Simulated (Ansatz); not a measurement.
KI: a sublattice moved along a line

Level of theory: DFT PBEsol, scalar-relativistic, plane waves, PAW (Ansatz). Cutoff 420 eV, Γ-centred 6×6×6 k-points, Gaussian smearing of 0.05 eV. Spin–orbit coupling is left out, which matters for the heavy elements here. No spin polarisation. Energies are free energies at this smearing, counted from the undisturbed cell; pressure is positive in compression.

Reference structure (as given, not relaxed at this level; it stands at -0.6 GPa; this CsCl-type form isn't the usual structure):

```
CELL_PARAMETERS angstrom
4.29120 0.00000 0.00000
0.00000 4.29120 0.00000
0.00000 0.00000 4.29120
ATOMIC_POSITIONS crystal
K 0.00000 0.00000 0.00000
I 0.50000 0.50000 0.50000
```

Every K atom is moved by x along the Cartesian unit vector (0.707, 0.707, 0.000); the cell and all other atoms stay fixed.

```
  x (Å)  ΔE (meV/cell) force along x on the moved atoms (eV/Å) pressure (GPa) gap on the mesh (eV)
-0.3000           22.7                                     0.17            -0.3                  3.22
-0.1500            5.2                                        ?               ?                  3.20
 0.0000            0.0                                     0.00            -0.6                  3.19
 0.0375            0.3                                    -0.02            -0.6                  3.19
 0.0750              ?                                        ?            -0.6                  3.19
 0.1125            2.9                                    -0.05            -0.5                  3.19
 0.1875            8.3                                    -0.09            -0.5                  3.20
 0.2250           12.2                                    -0.11            -0.4                  3.21
 0.2625           17.0                                    -0.14            -0.4                  3.22
```

By symmetry 0.3000 repeats -0.3000, -0.2250 repeats 0.2250, 0.1500 repeats -0.1500, -0.0750 repeats 0.0750 in energy; the slope of the energy along the path changes sign there.

(1) Give the withheld values.

Results:

(1) force along x on the moved atoms (eV/Å) at x (Å) = -0.1500: 0.07; pressure (GPa) at x (Å) = -0.1500: -0.5; ΔE (meV/cell) at x (Å) = 0.0750: 1.3; force along x on the moved atoms (eV/Å) at x (Å) = 0.0750: -0.03.